### Squeezing and stretching Ta2N by the same amount

In Ta2N each nitrogen atom touches six tantalum atoms, and this network resists any change of volume. Starting from the cell at 13.62 Å³/atom, one can take away 6 % of the volume or add 6 %, which leads to the rows at 12.80 and 14.44. Which of the two cells costs more energy, and which needs the larger pressure to hold it in place? The stretched cell is known; the compressed one has to be forecast from the six rows that have results.

Ta2N (P-3m1) at fixed cell shape and fractional coordinates, computed with Quantum ESPRESSO 7.5 and the PBE functional, without spin polarisation or spin-orbit coupling. The runs use SSSP 1.3 efficiency pseudopotentials, an 816 eV wavefunction cutoff, a 10×10×6 k mesh and Fermi-Dirac smearing of 0.05 eV. Energies are counted from the minimum of the fitted curve.

| volume (Å³/atom) | energy (meV/atom) | pressure (GPa) |
| --- | --- | --- |
| 12.80 | ? | ? |
| 13.08 | 15.82 | 10.800 |
| 13.35 | 2.82 | 4.310 |
| 13.62 | 0.28 | -1.520 |
| 13.89 | 7.16 | -6.750 |
| 14.17 | 22.46 | -11.460 |
| 14.44 | 45.36 | -15.680 |

The energy is counted from the minimum of the curve. The pressure is what the surroundings must exert to keep the cell at its volume, so a negative value means a pull.

The cell at 13.62 is slightly too large to be at rest, as its small negative pressure shows. A fit to the six known energies places the minimum at 13.55 Å³/atom. The compressed cell therefore lies 0.75 Å³/atom from the minimum and the stretched one 0.88. Equal steps from the starting cell are unequal steps from equilibrium, and this favours a lower energy on the compressed side.

A second effect works against the first. The bulk modulus, $B=-V\,dP/dV$, measures how much pressure $P$ a relative change of the volume $V$ calls for. Taken from neighbouring pressures, it is 315 GPa between 13.08 and 13.35 but only 222 GPa between 14.17 and 14.44. The solid stiffens when squeezed and softens when stretched.

Theory gives the reason. In a smaller cell the electrons are confined more closely, which raises their kinetic energy, and the filled shells of neighbouring atoms overlap and repel each other. Both costs climb steeply as the atoms approach, more steeply than the attraction that binds them. On stretching, the repulsion fades quickly and leaves a bonding force that itself weakens with distance.

A parabola with the curvature of the minimum leaves this asymmetry out. It gives 50.8 meV/atom at 14.44, where the calculation has 45.4, because it does not know that the stretched solid softens. The same omission should make its 36.6 meV/atom at 12.80 too low.

A better description uses a variable that follows the distance between atoms. All distances scale as $V^{1/3}$ here, since the cell keeps its shape and the atoms their relative positions, and Birch's strain measure is built on the inverse square of that length:

$$u=\left(\frac{V_0}{V}\right)^{2/3}-1 ,$$

where $V_0$ is the equilibrium volume. The energy has no term linear in $u$, because $V_0$ is its minimum. Keeping the square and the cube gives the third-order Birch-Murnaghan form,

$$E=\frac{9V_0B_0}{8}\,u^2\left[1+\frac{B'-4}{2}\,u\right].$$

Here $B_0$ is the modulus at the minimum and $B'$ is the rate at which the modulus grows with pressure. The six known energies yield $B_0=282$ GPa and $B'=4.36$. Since $B'$ is close to 4, the bracket stays close to one: most of the stiffening is already contained in the choice of $u$.

The estimate for 12.80, a row outside the fit, can be done by hand. The strain is $u=(13.55/12.80)^{2/3}-1=0.0387$. With 160.2 GPa equal to 1 eV/Å³, the modulus is $282.2/160.2=1.76$ eV/Å³, and the factor in front becomes $9\times13.55\times1.76/8=26.8$ eV. Hence

$$E\approx 26.8\ \text{eV}\times0.0387^2\times\left(1+\frac{0.36}{2}\times0.0387\right)\approx 0.040\ \text{eV},$$

or 40.5 meV/atom when the unrounded constants are used.

The pressure is minus the slope of the energy with volume. The corresponding formula, fitted separately to the six printed pressures, gives 18.0 GPa at 12.80. That is more than the 15.7 GPa of pull at 14.44, even though the compressed cell is nearer to the minimum. Energy is the pressure added up along the path from equilibrium, so a shorter path can cost less in total and still end at a higher pressure.

This link also provides a test of the energy forecast. Adding up the fitted pressures from 13.08 to 12.80 leads to 40.2 meV/atom, slightly below the direct result. The difference arises because the printed pressures lie on average 0.15 GPa below those that follow from the energy curve; once this offset is removed, the path gives 40.5. A likely cause is the finite plane-wave basis: the stress is evaluated with a fixed set of waves, which becomes coarser as the cell expands and so adds a false inward pull. The sign fits, but no change of cutoff has tested it.

The forecast for 12.80 is thus an energy near 40.5 meV/atom, within 0.3, and a printed pressure near 18.0 GPa, within 0.1. The energy should lie below that at 14.44, the pressure should be larger in size, and the parabola should fall short. The ranges are judgements that allow for higher powers of the strain and for the small disagreement between energies and pressures.

The withheld rows as computed:

| volume (Å³/atom) | energy (meV/atom) | pressure (GPa) |
| --- | --- | --- |
| 12.80 | 40.48 | 18.030 |

Both values fall well inside their ranges. The energy forecast is too high by about 0.01 meV/atom and the pressure forecast by about 0.005 GPa. The three qualitative statements hold as well: the squeezed cell costs less energy than the stretched one but takes the larger pressure, and the parabola comes out about 10 % below the computed energy. The order of the energies is due to the off-centre start. For equal steps from the minimum itself, squeezing would cost more, because the solid stiffens on that side.

The closeness has a plain reason. The new cell is only one 2 % step beyond the known ones, and the curve continues smoothly, so the ranges were generous. The cubic term still earns its place. Without it, which amounts to setting $B'=4$, a fit to the same six energies gives 40.2 meV/atom and misses by 0.3.

What has been confirmed is the course of this calculated curve, in which cell shape and relative atomic positions stay fixed. At 12.80 the Ta–N contact has shrunk from 2.184 to 2.139 Å, about 2 %, and every other distance by the same fraction. A crystal free to adjust its proportions could give way more easily in some directions and respond a little more softly.

For a similar stiff compound, the same reasoning needs three quantities. $V_0$ tells how far each cell really is from rest, $B_0$ sets the scale of the cost, and $B'$ tells how lopsided the well is. Near equilibrium the modulus rises by roughly $B'$ per cent for each per cent of volume removed, here a little over 4 %. The fits and the estimates used above are listed in the output that follows.

Numerical output:

```
fit of energy on 6 rows: constant 0.2855 +/- 0.0046, coefficient of g -175.2 +/- 0.33, coefficient of g2 26631 +/- 8.9, coefficient of g3 4744 +/- 379; rms 0.00399, worst 13.89 -0.00665, leave-one-out rms 0.0119
  rows outside the fit (model, value, miss): 12.8 40.49, 40.48, 0.0106
fit of energy on 6 rows: constant 0.3076 +/- 0.031, coefficient of g -171.5 +/- 1, coefficient of g2 26556 +/- 48; rms 0.0355, worst 13.35 0.0452, leave-one-out rms 0.113
  rows outside the fit (model, value, miss): 12.8 40.18, 40.48, -0.296
fit of pressure on 6 rows: coefficient of w -1.519 +/- 0.002, coefficient of wg 417.8 +/- 0.066, coefficient of wg2 108 +/- 3.1; rms 0.00231, worst 14.17 0.00409, leave-one-out rms 0.00474
  rows outside the fit (model, value, miss): 12.8 18.04, 18.03, 0.00504
chosen half-width of the energy forecast, meV/atom: 0.3
chosen half-width of the pressure forecast, GPa: 0.1
equilibrium volume from the six known rows, angstrom^3/atom: 13.55
bulk modulus from the six known rows, GPa: 282.2
modulus slope from the six known rows: 4.357
distance of the 12.80 cell below the minimum, angstrom^3/atom: 0.7504
distance of the 14.44 cell above the minimum, angstrom^3/atom: 0.8841
parabola about the minimum at 12.80, meV/atom: 36.58
parabola about the minimum at 14.44, meV/atom: 50.78
modulus between 13.08 and 13.35 from pressures, GPa: 314.8
modulus between 14.17 and 14.44 from pressures, GPa: 221.5
mean printed pressure less pressure from energy fit, known rows, GPa: -0.1453
energy at 12.80 by integrating the pressure fit from 13.08, meV/atom: 40.22
the same after removing the mean pressure offset, meV/atom: 40.47
Ta-N contact in the 12.80 cell, angstrom: 2.139
```
